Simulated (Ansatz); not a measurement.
**BN (P6_3mc), ideal shear of a crystal plane**

Method: DFT r2SCAN, scalar-relativistic, plane waves, PAW (Ansatz 0.2.0). The runs took a 500 eV cutoff, a Γ-centred 10×10×2 mesh and Gaussian smearing (0.05 eV). No spin polarisation. Energies are free energies at this smearing, counted from the undisturbed cell; pressure is positive in compression.

The starting cell (relaxed at this level; this wurtzite form isn't the usual structure):

```yaml
crystal:
  lattice:
    - [-2.54397, 0.00000, 0.00000]
    - [-1.27198, -2.20314, 0.00000]
    - [0.00000, 0.00000, 12.62323]
  atoms:
    - { symbol: B, position: [0.66667, 0.66667, 0.22912] }
    - { symbol: B, position: [0.66667, 0.66667, 0.56245] }
    - { symbol: B, position: [0.66667, 0.66667, 0.89578] }
    - { symbol: B, position: [0.33333, 0.33333, 0.06245] }
    - { symbol: B, position: [0.33333, 0.33333, 0.39578] }
    - { symbol: B, position: [0.33333, 0.33333, 0.72912] }
    - { symbol: N, position: [0.66667, 0.66667, 0.10425] }
    - { symbol: N, position: [0.66667, 0.66667, 0.43758] }
    - { symbol: N, position: [0.66667, 0.66667, 0.77092] }
    - { symbol: N, position: [0.33333, 0.33333, 0.93758] }
    - { symbol: N, position: [0.33333, 0.33333, 0.27092] }
    - { symbol: N, position: [0.33333, 0.33333, 0.60425] }
```

The cut lies on the cell's a–b face, a (0 0 1) plane (indices in the standard cell, whose axes needn't be the Cartesian ones shown) of area 5.60 Å², between layers 1.58 Å apart. Vector c is tilted by f times 1·a + 0·b (length 2.544 Å) with the atoms' Cartesian places fixed: one unrelaxed fault a cell. The traction is dγ/du, the slope of γ against the slip u in Å. Some rows repeat others by symmetry and weren't run.

| f | γ (mJ/m²) | traction (GPa) |
| --- | --- | --- |
| 0.0000 | 0 | 0.0 |
| 0.1000 | 569 | 44.5 |
| 0.2000 | 2222 | 83.8 |
| 0.3000 | 4675 | 104.2 |
| 0.4000 | 7164 | 81.8 |
| 0.5000 | 8307 | 0.0 |
| 0.6000 | 7164 | -81.8 |
| 0.7000 | 4675 | -104.2 |
| 0.8000 | 2222 | -83.8 |
| 0.9000 | 569 | -44.5 |

Question: Read off the first barrier and the stress needed to climb it, and compare with Frenkel's sinusoid.

Answer: The first sampled maximum lies at f = 0.500, a slip of 1.27 Å, with γ ≈ 8307 mJ/m², which stands in for the unstable fault energy γ_us, and the steepest sampled slope before it is 104.2 GPa. A sinusoid γ = γ_us sin²(πu/λ) with its maximum there has λ = 2.54 Å and a largest slope πγ_us/λ = 102.6 GPa (1 mJ/m² per Å = 0.01 GPa). The stand-in is too high: the stress and forces give a traction of 38.9 GPa across the line at this point, so it is no saddle, and slip that bends off the line crosses lower.

Question: Is there a metastable fault on this line?

Answer: Apart from points where γ returns to about zero, no local minimum shows among the samples, so at this sampling the line offers no fault for a dislocation to split on; a fault can still lie off the line.

The cut is rigid; relaxing the faces lowers these energies and usually the stresses.

Cost: 6 runs of about 2.1 core-minutes in all, on Intel Xeon 6975P-C (Granite Rapids) (shared hosts).